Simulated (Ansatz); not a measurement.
The cell is COD entry 9008523, as deposited and not checked against the literature; nothing was relaxed.

Input and log of a run on Zr: DFT, PBE, all-electron LAPW, scalar-relativistic (Ansatz 0.2.0).

Command: `ansatz run input.yaml --threads 1 --pin off --max-ram 2048MiB --backend cpu --events-out ev --progress --plain --runs-dir out` The run took 19 s on 1 thread of Intel(R) Xeon(R) 6975P-C (Granite Rapids) (shared host).

```yaml
crystal:
  lattice:
    - [3.2319982225, 0.0, 0.0]
    - [-1.6159991112, 2.7989925656, 0.0]
    - [0.0, 0.0, 5.147]
  atoms:
    - { symbol: Zr, position: [0.3333333333, 0.6666666667, 0.25] }
    - { symbol: Zr, position: [0.6666666667, 0.3333333333, 0.75] }
kpoints:
  mp_grid: { grid: [13, 13, 7] }
  band_path:
    path:
      - [0.0, 0.0, 0.0]
      - [0.5, 0.0, 0.0]
      - [0.3333333333, 0.3333333333, 0.0]
      - [0.0, 0.0, 0.0]
      - [0.0, 0.0, 0.5]
      - [0.5, 0.0, 0.5]
      - [0.3333333333, 0.3333333333, 0.5]
      - [0.0, 0.0, 0.5]
      - [0.5, 0.0, 0.5]
    npoints: 14
scf:
  occupations: { method: fermi_dirac, width: 0.03 }
hamiltonian:
  xc: pbe
  pseudopotentials: { kind: all_electron, lapw: { basis_error: 0.00025 } }
output:
  forces: true
  stress: true
  eigenvalues: true
  populations: true
  dos: { projected: true, de: 0.2, e_range: [-14, 8] }
```

The log:

```
Zr: projections on atomic orbitals take those of the free atom 1s2 2s2 2p6 3s2 3p6 3d10 4s2 4p6 4d2 5s2, of charge +0.00 (hamiltonian.pseudopotentials.projection_atoms)
LAPW: plane waves up to 7.266 Å⁻¹, error target 2.5e-4 eV per atom; small_component_spin mean_spin; Zr in spheres of 1.589 Å, 28 of its electrons in bands, Dirac shells []
Engine: ansatz 0.2.0
Pseudopotentials: kind: all_electron
Pseudopotential: Zr, LAPW, valence charge 28, Koelling and Harmon's equation, gaussian nucleus
Functional definition: PBE
  parameter kappa = 0.804
  parameter beta = 0.06672455060314922
  exchange = pbe_x(kappa = kappa, mu = beta*pi^2/3)
  correlation = pbe_c(beta = beta)
Crystal: 2 atoms, lattice volume = 46.562 Å³
Basis set: ecut = 201.1637818704262 eV, 311 PW (Γ), exchange–correlation at level 2
Bands: 34, of which v1, the nominal top of the filled ones, is band 28 counted from 1 (27 counted from 0)
Symmetry: 24 space group operations
Space group: P63/mmc (ITA 194), of the structure as read, at distance tolerance 3.6e-5 Å
k-points: 84 of 1183
Non-local potential: Zr, projectors of the file, none
Initial density: superposition of atomic densities (chi_scale 0.1, normalization cell)
Initial wavefunctions: plane waves of lowest kinetic energy (no species holds an atomic orbital)
Functional: x = pbe(κ = 0.804, μ = 0.2195149727645171), c = pbe(β = 0.06672455060314922)
iter 1 solved again at ethr=2.79e-4 eV; its pass at ethr=1.00e-1 eV (dr2=1.56e-1 eV) is discarded
SCF iter   1: F=—  HF=-195854.395609 eV  |F-HF|=—  |Δ(HF+E_count)|=         —  Δρ=1.91e-2  dr2=1.57e-1  ethr=2.79e-4  ⟨swp⟩=2.7  Hψ=17834  notcnv=0
preconditioner: auto → Kerker (q_TF=auto, 2.814 Å⁻¹)  [metal: Δε(μ)=0.031 eV  Ē_g=4.190 eV  σ=0.030 eV  W_gap=0.25  n_scr=22 (ndim 8)  ℏωp=15.4 eV  f_vac=0.000  D(μ)=2.00/eV (n_scr^D=22)]
SCF iter   2: F=—  HF=-195854.237309 eV  |F-HF|=—  |Δ(HF+E_count)|=   1.58e-1  Δρ=1.14e-2  dr2=6.49e-2  ethr=2.79e-4  ⟨swp⟩=2.0  Hψ=9156  notcnv=0
SCF iter   3: F=—  HF=-195854.226002 eV  |F-HF|=—  |Δ(HF+E_count)|=   1.13e-2  Δρ=6.28e-3  dr2=2.17e-2  ethr=1.16e-4  ⟨swp⟩=2.0  Hψ=8242  notcnv=0
iter 4 solved again at ethr=3.59e-6 eV; its pass at ethr=3.88e-5 eV (dr2=2.01e-3 eV) is discarded
SCF iter   4: F=—  HF=-195854.224288 eV  |F-HF|=—  |Δ(HF+E_count)|=         —  Δρ=1.80e-3  dr2=2.01e-3  ethr=3.59e-6  ⟨swp⟩=2.0  Hψ=14469  notcnv=0
the basis was enlarged: its passes take 1.7 MiB over the memory plan, 1 of 1 planned eigensolver slots
SCF iter   5: F=—  HF=-195854.224077 eV  |F-HF|=—  |Δ(HF+E_count)|=   2.11e-4  Δρ=4.75e-4  dr2=1.27e-4  ethr=3.58e-6  ⟨swp⟩=2.0  Hψ=8684  notcnv=0
SCF iter   6: F=—  HF=-195854.224081 eV  |F-HF|=—  |Δ(HF+E_count)|=   4.12e-6  Δρ=1.81e-4  dr2=1.91e-5  ethr=2.26e-7  ⟨swp⟩=2.0  Hψ=8684  notcnv=0
SCF iter   7: F=—  HF=-195854.224081 eV  |F-HF|=—  |Δ(HF+E_count)|=   5.67e-7  Δρ=2.83e-5  dr2=5.78e-7  ethr=3.40e-8  ⟨swp⟩=2.0  Hψ=8684  notcnv=0
SCF iter   8: F=-195854.224081 eV  HF=-195854.224081 eV  |F-HF|=1.28e-8  |Δ(HF+E_count)|=   8.29e-8  Δρ=1.17e-5  dr2=7.44e-8  ethr=1.03e-9  ⟨swp⟩=2.0  Hψ=8684  notcnv=0
SCF 1 converged in 8 iterations: F = -195854.224081 eV  dr2 = 7.44e-8
NSCF: frozen V_eff on 113 k-points
SCF converged after 8 iterations
Free energy (F): -195854.224081 eV
Harris-Foulkes:  -195854.224081 eV  (|F-HF|=1.28e-8)
Internal energy: -195854.216943 eV  (E = F + TS)
E sigma→0 (E₀):  -195854.220512 eV
Entropy (-TS):   -0.007138 eV (-3.569 meV/atom)
Fermi energy:    15.796739 eV
--- Per-component energies (eV) ---
  E_band       = -6760.471101
  E_kinetic    = 202299.490759
  E_xc         = -6221.771802
  E_electrostatic = -391931.935899  (all electrons and nuclei)
  E_smearing   = -0.007138  (= −TS)
  E_closure    = 0.000000  (closes the sum)
  E_atoms      = -195839.623081  (free atoms, spherical and without spin; not in F)
  Σ components = -195854.224081   (vs F -195854.224081, Δ=0.00e0)
  Basis errors (estimates in eV, not in F): energy 4.1e-5 per atom: plane waves 2.9e-5 (1.5e-5 summed), levels above the bands 1.3e-60, relativity 1.1e-8, radial functions 1.2e-5, core shells 1.5e-8; eigenvalues (radial functions only) 2.5e-7; not estimated: angular momenta, meshes, grids; target (lapw.basis_error) 2.5e-4; muffin-tin radii Zr 1.589 Å
--- Forces (eV/Å), atoms counted from 1 ---
  atom   1  Zr     0.00000000     0.00000000     0.00000000
  atom   2  Zr     0.00000000    -0.00000000    -0.00000000
  max |Σ_I F_I| component: 1.11e-16 eV/Å
--- Stress (GPa, compression-positive) ---
        0.204892       0.000000       0.000000
        0.000000       0.204892       0.000000
        0.000000       0.000000       1.080821
  P = ⅓ Tr σ = 0.4969 GPa (4.969 kbar)
--- Band table (eV; the first three rows and the last of 84) ---
  k-point 0: bands = ["-295.8340", "-295.8340", "-295.8055", "-295.8055", "-295.8055", "-295.8055", "-152.9801", "-152.9801", "-152.9801", "-152.9801", "-152.9782", "-152.9782", "-152.9558", "-152.9558", "-152.9558", "-152.9558", "-33.0507", "-32.8958", "-11.5807", "-10.7123", "-10.7123", "-10.5729", "-10.5706", "-10.5706", "10.1245", "12.7444", "16.6338", "16.6338", "16.7858", "16.9457", "17.3270", "17.3270", "17.9081", "17.9081"]
  k-point 1: bands = ["-295.8340", "-295.8340", "-295.8055", "-295.8055", "-295.8055", "-295.8055", "-152.9801", "-152.9801", "-152.9801", "-152.9801", "-152.9782", "-152.9782", "-152.9558", "-152.9558", "-152.9558", "-152.9558", "-33.0432", "-32.9036", "-11.5339", "-10.7054", "-10.7054", "-10.6263", "-10.5777", "-10.5777", "10.2949", "12.7311", "16.5473", "16.5473", "16.6361", "16.6533", "17.1996", "17.1996", "18.1652", "18.1652"]
  k-point 2: bands = ["-295.8340", "-295.8340", "-295.8055", "-295.8055", "-295.8055", "-295.8055", "-152.9801", "-152.9801", "-152.9801", "-152.9801", "-152.9782", "-152.9782", "-152.9558", "-152.9558", "-152.9558", "-152.9558", "-33.0220", "-32.9254", "-11.4013", "-10.7739", "-10.6859", "-10.6859", "-10.5975", "-10.5975", "10.7758", "12.6007", "16.0586", "16.3164", "16.4463", "16.4463", "16.9171", "16.9171", "18.7473", "18.7473"]
  k-point 83: bands = ["-295.8340", "-295.8340", "-295.8055", "-295.8055", "-295.8055", "-295.8055", "-152.9801", "-152.9801", "-152.9801", "-152.9801", "-152.9782", "-152.9782", "-152.9558", "-152.9558", "-152.9558", "-152.9558", "-32.8811", "-32.8778", "-11.3548", "-11.3472", "-11.1318", "-11.0645", "-10.7485", "-10.7328", "14.0712", "14.1457", "14.6996", "14.7196", "15.6832", "15.7954", "17.6051", "18.0729", "20.1343", "20.3295"]
--- Löwdin populations: 2 sites ---
  site symbol       q [e]
     0     Zr     39.9339
     1     Zr     39.9339
  spilling = 0.001653 (of n_electrons = 80.000000)
```
